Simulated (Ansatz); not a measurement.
# KCl under changes of volume

One of the cells (28.294 Å³/atom); the others are scaled copies at fixed shape and fractional positions:

```
K Cl
1.0
     3.83920    0.00000    0.00000
     0.00000    3.83920    0.00000
     0.00000    0.00000    3.83920
K Cl
1 1
Direct
  0.00000 0.00000 0.00000
  0.50000 0.50000 0.50000
```

Measurements of this composition are mostly on another form, of space group No. 225.

| Quantity | Value |
| --- | --- |
| Program | Ansatz 0.2.0 |
| Functional | PBEsol |
| Potentials or basis | all-electron LAPW, scalar-relativistic |
| Cutoff | 136 eV (chosen from the basis error) |
| Basis error allowed | 0.0005 eV/atom |
| k mesh | 7 × 7 × 7 |
| Occupations | fermi-dirac, width 0.05 eV |
| Spin | no spin polarisation |

| volume (Å³/atom) | energy over the lowest point (meV/atom) | pressure (GPa) | gap on the mesh (eV) |
| --- | --- | --- | --- |
| 26.596 | 0.00 | -0.4 | 4.90 |
| 27.162 | 2.08 | -0.8 | 4.81 |
| 27.728 | 5.48 | -1.1 | 4.73 |
| 28.294 | ? | ? | ? |
| 28.860 | 15.62 | -1.7 | 4.57 |
| 29.426 | 22.10 | -1.9 | 4.49 |
| 29.991 | 29.36 | -2.2 | 4.42 |

**Question.** What does the run at 28.294 Å³/atom give?

**Answer.** Energy over the lowest point 10.04 meV/atom; pressure -1.4 GPa; gap on the mesh 4.64 eV.

Worked out: A Birch-Murnaghan fit of order 3 (a polynomial in V^(-2/3)) to the other rows has its minimum at 26.11 Å³/atom, just outside them, with B0 = V·E''(V) = 22 GPa and B' = 4.8. It gives 10.04 meV/atom at 28.294 Å³/atom, against the run's 10.04, and -dE/dV = -1.4 GPa, against -1.4. A straight line through the other rows of the gap, of slope -4 eV per unit of ln V, gives 4.65 eV, against the run's 4.64.

Energies are extrapolated to zero smearing.

Caveats: an odd mesh through Γ misses points on the zone boundary, where band edges often lie.

The runs don't all hold the same shells in valence.
